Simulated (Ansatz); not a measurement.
This guess for BaTiO3 is about to be relaxed.

```yaml
crystal:
  lattice:
    - [4.34848, 0.00000, 0.00000]
    - [-2.17424, 3.76590, 0.00000]
    - [0.00000, 0.00000, 5.25242]
  atoms:
    - { symbol: Ba, position: [0.00000, 0.00000, 0.00000] }
    - { symbol: Ti, position: [0.00000, 0.00000, 0.50000] }
    - { symbol: O, position: [0.50000, 0.00000, 0.00000] }
    - { symbol: O, position: [0.00000, 0.50000, 0.00000] }
    - { symbol: O, position: [0.50000, 0.50000, 0.00000] }
```

Level of theory: DFT PBE, scalar-relativistic, plane waves, PAW (Ansatz 0.2.0). Cutoff 420 eV, Gaussian smearing, Γ-centred meshes. Cell and atoms relax first on a coarse mesh and then on a finer one. In between, the cell is made exact in the group found at 0.06 Å. In metals the finer mesh still leaves noise of several meV/atom or more. The steps can't lower the symmetry of their start. Collinear spin, starting moments Ti 1.0 μB.

A guess keeps its type if space group and coordination stay and the shape of the cell changes little (axis ratios within about 15 %, angles within 6°); the volume may change.

Question: Does it keep its structure type, or change into something else?

Answer: It keeps its type. The symmetry stays P6/mmm (No. 191). The volume per atom grows by 44.3 %, from 17.2 to 24.8 Å³. The shortest distance goes from 2.17 Å (Ba–O and O–O) to 2.48 Å (Ba–O and O–O). The ratio c/a of the conventional cell changes by a factor of 0.97. Counting neighbours within 15 % of an atom's shortest distance, the start has Ba 6, O 6, Ti 2 and the end Ba 6, O 6, Ti 2.

The zero of energy is the elements' standard structures at the same level (O₂ as a molecule); no fitted shifts are applied.

Question: At what energy does it end?

Answer: +0.88 eV/atom. A positive value: parting into the elements would lower its energy.

The last run used collinear spin, a 12×12×6 mesh (in the run's order of axes) for its 5-atom cell and Gaussian smearing of 0.10 eV. In such compounds of Ti a zero gap at this level may well be an artefact, since no Hubbard U is applied. Another magnetic order may lie lower. A structure relaxed within its symmetry needn't be a true minimum. Another cell of BaTiO3 relaxed alike but without spin, in R3m (a cell as deposited in COD), lies 3.98 eV/atom lower, so this cell isn't the stable form at this level.
